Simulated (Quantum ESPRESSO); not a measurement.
A run of Quantum ESPRESSO 7.5 is set up as follows.

Contents of pw.in:

```
&CONTROL
  calculation = 'scf'
  prefix = 'pwscf'
  outdir = './tmp'
  pseudo_dir = './pseudo'
  tprnfor = .true.
  tstress = .true.
  disk_io = 'low'
/
&SYSTEM
  ibrav = 0
  celldm(1) = 8
  nat = 2
  ntyp = 1
  ecutwfc = 64
  nbnd = 27
  occupations = 'smearing'
  smearing = 'fd'
  degauss = 0.00367493
/
&ELECTRONS
  conv_thr = 4d-10
  electron_maxstep = 120
  mixing_beta = 0.5
/
ATOMIC_SPECIES
Au   196.9666 Au.upf
CELL_PARAMETERS alat
  0.6850257201768   0.0000000000000   0.0000000000000
 -0.3425128600884   0.5932496759248   0.0000000000000
  0.0000000000000   0.0000000000000   1.1527329360217
ATOMIC_POSITIONS crystal
Au     0.6666666667    0.3333333333    0.2500000000
Au     0.3333333333    0.6666666667    0.7500000000
K_POINTS automatic
9 9 5 0 0 0
```

File nscf.in:

```
&CONTROL
  calculation = 'nscf'
  prefix = 'pwscf'
  outdir = './tmp'
  pseudo_dir = './pseudo'
  disk_io = 'low'
/
&SYSTEM
  ibrav = 0
  celldm(1) = 8
  nat = 2
  ntyp = 1
  ecutwfc = 64
  nbnd = 37
  occupations = 'smearing'
  smearing = 'fd'
  degauss = 0.00367493
  nosym = .true.
  noinv = .true.
/
&ELECTRONS
  conv_thr = 1d-09
  electron_maxstep = 120
  mixing_beta = 0.5
  diago_full_acc = .true.
  startingwfc = 'random'
/
ATOMIC_SPECIES
Au   196.9666 Au.upf
CELL_PARAMETERS alat
  0.6850257201768   0.0000000000000   0.0000000000000
 -0.3425128600884   0.5932496759248   0.0000000000000
  0.0000000000000   0.0000000000000   1.1527329360217
ATOMIC_POSITIONS crystal
Au     0.6666666667    0.3333333333    0.2500000000
Au     0.3333333333    0.6666666667    0.7500000000
K_POINTS crystal
196
  0.00000000   0.00000000   0.00000000 5.10204082e-03
  0.00000000   0.00000000   0.25000000 5.10204082e-03
  0.00000000   0.00000000   0.50000000 5.10204082e-03
  0.00000000   0.00000000   0.75000000 5.10204082e-03
  0.00000000   0.14285714   0.00000000 5.10204082e-03
  0.00000000   0.14285714   0.25000000 5.10204082e-03
[... 188 lines left out ...]
  0.85714286   0.85714286   0.50000000 5.10204082e-03
  0.85714286   0.85714286   0.75000000 5.10204082e-03
```

Contents of pw2wan.in:

```
&INPUTPP
  prefix = 'pwscf'
  outdir = './tmp'
  seedname = 'w'
  write_mmn = .true.
  write_amn = .true.
/
```

The input bands.in:

```
&CONTROL
  calculation = 'bands'
  prefix = 'pwscf'
  outdir = './tmp'
  pseudo_dir = './pseudo'
  disk_io = 'low'
/
&SYSTEM
  ibrav = 0
  celldm(1) = 8
  nat = 2
  ntyp = 1
  ecutwfc = 64
  nbnd = 37
  occupations = 'smearing'
  smearing = 'fd'
  degauss = 0.00367493
/
&ELECTRONS
  conv_thr = 1d-08
  electron_maxstep = 120
  mixing_beta = 0.5
  diago_full_acc = .true.
  startingwfc = 'random'
/
ATOMIC_SPECIES
Au   196.9666 Au.upf
CELL_PARAMETERS alat
  0.6850257201768   0.0000000000000   0.0000000000000
 -0.3425128600884   0.5932496759248   0.0000000000000
  0.0000000000000   0.0000000000000   1.1527329360217
ATOMIC_POSITIONS crystal
Au     0.6666666667    0.3333333333    0.2500000000
Au     0.3333333333    0.6666666667    0.7500000000
K_POINTS crystal
66
  0.00000000   0.00000000   0.00000000 1
  0.05555600   0.00000000   0.00000000 1
  0.11111100   0.00000000   0.00000000 1
  0.16666700   0.00000000   0.00000000 1
  0.22222200   0.00000000   0.00000000 1
  0.27777800   0.00000000   0.00000000 1
  0.33333300   0.00000000   0.00000000 1
  0.38888900   0.00000000   0.00000000 1
  0.44444400   0.00000000   0.00000000 1
  0.50000000   0.00000000   0.00000000 1
  0.46666700   0.06666700   0.00000000 1
  0.43333300   0.13333300   0.00000000 1
  0.40000000   0.20000000   0.00000000 1
  0.36666700   0.26666700   0.00000000 1
  0.33333300   0.33333300   0.00000000 1
  0.30000000   0.30000000   0.00000000 1
  0.26666700   0.26666700   0.00000000 1
  0.23333300   0.23333300   0.00000000 1
  0.20000000   0.20000000   0.00000000 1
  0.16666700   0.16666700   0.00000000 1
  0.13333300   0.13333300   0.00000000 1
  0.10000000   0.10000000   0.00000000 1
  0.06666700   0.06666700   0.00000000 1
  0.03333300   0.03333300   0.00000000 1
  0.00000000   0.00000000   0.00000000 1
  0.00000000   0.00000000   0.10000000 1
  0.00000000   0.00000000   0.20000000 1
  0.00000000   0.00000000   0.30000000 1
  0.00000000   0.00000000   0.40000000 1
  0.00000000   0.00000000   0.50000000 1
  0.05555600   0.00000000   0.50000000 1
  0.11111100   0.00000000   0.50000000 1
  0.16666700   0.00000000   0.50000000 1
  0.22222200   0.00000000   0.50000000 1
  0.27777800   0.00000000   0.50000000 1
  0.33333300   0.00000000   0.50000000 1
  0.38888900   0.00000000   0.50000000 1
  0.44444400   0.00000000   0.50000000 1
  0.50000000   0.00000000   0.50000000 1
  0.46666700   0.06666700   0.50000000 1
  0.43333300   0.13333300   0.50000000 1
  0.40000000   0.20000000   0.50000000 1
  0.36666700   0.26666700   0.50000000 1
  0.33333300   0.33333300   0.50000000 1
  0.30000000   0.30000000   0.50000000 1
  0.26666700   0.26666700   0.50000000 1
  0.23333300   0.23333300   0.50000000 1
  0.20000000   0.20000000   0.50000000 1
  0.16666700   0.16666700   0.50000000 1
  0.13333300   0.13333300   0.50000000 1
  0.10000000   0.10000000   0.50000000 1
  0.06666700   0.06666700   0.50000000 1
  0.03333300   0.03333300   0.50000000 1
  0.00000000   0.00000000   0.50000000 1
  0.50000000   0.00000000   0.50000000 1
  0.50000000   0.00000000   0.40000000 1
  0.50000000   0.00000000   0.30000000 1
  0.50000000   0.00000000   0.20000000 1
  0.50000000   0.00000000   0.10000000 1
  0.50000000   0.00000000   0.00000000 1
  0.33333300   0.33333300   0.00000000 1
  0.33333300   0.33333300   0.10000000 1
  0.33333300   0.33333300   0.20000000 1
  0.33333300   0.33333300   0.30000000 1
  0.33333300   0.33333300   0.40000000 1
  0.33333300   0.33333300   0.50000000 1
```

Contents of w.win:

```
num_wann = 18
num_bands = 29
guiding_centres = true
dis_froz_max = 20.11
dis_num_iter = 600
dis_mix_ratio = 0.5
dis_conv_tol = 1.0d-9
num_iter = 1200
search_shells = 100
kmesh_tol = 1.0d-4
conv_tol = 1.0d-8
conv_window = 4
num_print_cycles = 200
fermi_energy = 19.1118
bands_plot = true
write_hr = true
mp_grid = 7 7 4
exclude_bands = 1-8
begin projections
Au: s;p;d
end projections
begin unit_cell_cart
ang
  2.9000000000   0.0000000000   0.0000000000
 -1.4500000000   2.5114736710   0.0000000000
  0.0000000000   0.0000000000   4.8800000000
end unit_cell_cart
begin atoms_frac
Au   0.6666666667   0.3333333333   0.2500000000
Au   0.3333333333   0.6666666667   0.7500000000
end atoms_frac
begin kpoint_path
G   0.0000000000   0.0000000000   0.0000000000  M   0.5000000000   0.0000000000   0.0000000000
M   0.5000000000   0.0000000000   0.0000000000  K   0.3333333333   0.3333333333   0.0000000000
K   0.3333333333   0.3333333333   0.0000000000  G   0.0000000000   0.0000000000   0.0000000000
G   0.0000000000   0.0000000000   0.0000000000  A   0.0000000000   0.0000000000   0.5000000000
A   0.0000000000   0.0000000000   0.5000000000  L   0.5000000000   0.0000000000   0.5000000000
L   0.5000000000   0.0000000000   0.5000000000  H   0.3333333333   0.3333333333   0.5000000000
H   0.3333333333   0.3333333333   0.5000000000  A   0.0000000000   0.0000000000   0.5000000000
L   0.5000000000   0.0000000000   0.5000000000  M   0.5000000000   0.0000000000   0.0000000000
K   0.3333333333   0.3333333333   0.0000000000  H   0.3333333333   0.3333333333   0.5000000000
end kpoint_path
bands_num_points = 9
begin kpoints
  0.00000000   0.00000000   0.00000000
  0.00000000   0.00000000   0.25000000
  0.00000000   0.00000000   0.50000000
  0.00000000   0.00000000   0.75000000
  0.00000000   0.14285714   0.00000000
  0.00000000   0.14285714   0.25000000
[... 188 lines left out ...]
  0.85714286   0.85714286   0.50000000
  0.85714286   0.85714286   0.75000000
end kpoints
```

Potentials or basis: PseudoDojo 0.4.1 SR LDA standard.

The run is started by

```console
$ OMP_NUM_THREADS=1 pw.x -in pw.in > pw.out
$ OMP_NUM_THREADS=1 pw.x -in nscf.in > nscf.out
$ wannier90.x -pp w
$ OMP_NUM_THREADS=1 pw2wannier90.x -in pw2wan.in > pw2wan.out
$ wannier90.x w
$ OMP_NUM_THREADS=1 pw.x -in bands.in > bands.out
```

Problem. Predict the total Wannier spread.

Solution. 20.99 Å² over 18 functions.

Problem. Predict the RMS miss of the Wannier bands.

Solution. 0.006 eV.

Problem. What does it give for the pressure?

Solution. -12.9 GPa.

Problem. What does it give for the band gap on the k mesh?

Solution. None (metal or under the smearing width).

Levels at the corners of the path, in eV from the Fermi level:
| point | band 16 | band 17 | band 18 | band 19 | band 20 | band 21 | band 22 | band 23 |
| --- | --- | --- | --- | --- | --- | --- | --- | --- |
| Γ | -3.35 | -3.35 | -2.07 | -2.07 | -0.98 | 2.44 | 14.64 | 15.63 |
| M | -1.86 | -1.76 | -1.59 | 0.40 | 1.50 | 5.59 | 6.97 | 7.12 |
| K | -2.34 | -2.34 | -2.25 | 2.23 | 2.23 | 3.85 | 9.36 | 9.50 |
| Γ | -3.35 | -3.35 | -2.07 | -2.07 | -0.98 | 2.44 | 14.64 | 15.63 |
| A | -4.34 | -2.50 | -2.50 | -2.50 | -2.50 | 10.30 | 10.30 | 14.90 |
| L | -2.29 | -1.66 | -1.66 | 0.54 | 0.54 | 3.73 | 3.73 | 12.98 |
| H | -3.50 | -2.03 | -2.03 | 4.03 | 4.03 | 4.54 | 4.54 | 6.42 |
| A | -4.34 | -2.50 | -2.50 | -2.50 | -2.50 | 10.30 | 10.30 | 14.90 |
| L | -2.29 | -1.66 | -1.66 | 0.54 | 0.54 | 3.73 | 3.73 | 12.98 |
| M | -1.86 | -1.76 | -1.59 | 0.40 | 1.50 | 5.59 | 6.97 | 7.12 |
| K | -2.34 | -2.34 | -2.25 | 2.23 | 2.23 | 3.85 | 9.36 | 9.50 |
| H | -3.50 | -2.03 | -2.03 | 4.03 | 4.03 | 4.54 | 4.54 | 6.42 |

Caveat: spin-orbit coupling is left out, which moves the levels of the heavy elements; the Wannier minimisation didn't converge.
